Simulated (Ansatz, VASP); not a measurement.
ZrC: VASP beside Ansatz

The input INCAR:

```
ALGO = Normal
EDIFF = 1E-6
ENCUT = 520
GGA = CA
ISIF = 2
ISMEAR = 0
LASPH = T
LCHARG = T
LELF = T
LREAL = F
LVHAR = T
LWAVE = F
NBANDS = 15
NELM = 80
PREC = Accurate
SIGMA = 0.15
```

KPOINTS

```
k-points
0
Gamma
  16 16 16
```

POSCAR

```
ZrC
1.0
    0.0000000000      2.2936921226      2.3748015875
    2.2936921226      0.0000000000      2.3748015875
    2.2936921226      2.2936921226      0.0000000000
Zr C
1 1
Direct
    0.4983745445      0.5016254555      0.5016254555
    0.0123452608     -0.0123452608     -0.0123452608
```

Input for Ansatz:

```yaml
crystal:
  lattice:
    - [0.0, 2.2936921226, 2.3748015875]
    - [2.2936921226, 0.0, 2.3748015875]
    - [2.2936921226, 2.2936921226, 0.0]
  atoms:
    - { symbol: Zr, position: [0.4983745445, 0.5016254555, 0.5016254555] }
    - { symbol: C, position: [0.0123452608, -0.0123452608, -0.0123452608] }
basis:
  ecutwfc: 520.0
kpoints:
  mp_grid: { grid: [16, 16, 16] }
hamiltonian:
  xc: lda
scf:
  occupations: { method: gaussian, width: 0.15 }
output:
  forces: true
  stress: true
  eigenvalues: true
```

Change from the starting cell: mode 4 frozen in at -0.057 Å, strain +e along z and -e/2 along x and y +0.0233.

Alike in both runs: task single point; functional LDA; k mesh 16 × 16 × 16; occupations gaussian, width 0.15 eV; no spin polarisation.

|  | VASP | Ansatz |
| --- | --- | --- |
| version | VASP 6.6.1 | Ansatz 0.2.0 |
| potentials or method | VASP PAW LDA potentials, release 64 (Zr_sv, C) | scalar-relativistic, plane waves, PAW |
| plane-wave cutoff (eV) | 520 | 520 |
| valence electrons in the cell | 16 | 16 |

```csv
,VASP,Ansatz,Ansatz less VASP
gap on the k mesh at the Fermi level (eV),none,none,-
pressure (GPa),1.7,1.1,-0.63
largest component of the traceless stress (GPa),9.64,9.56,-0.089
rms of the force components (eV/Å),0.339,0.336,-0.0034
```

Atom by atom the forces differ by 0.003 eV/Å (rms over components). A gap of «none» marks a metal or a gap that the smearing closes.
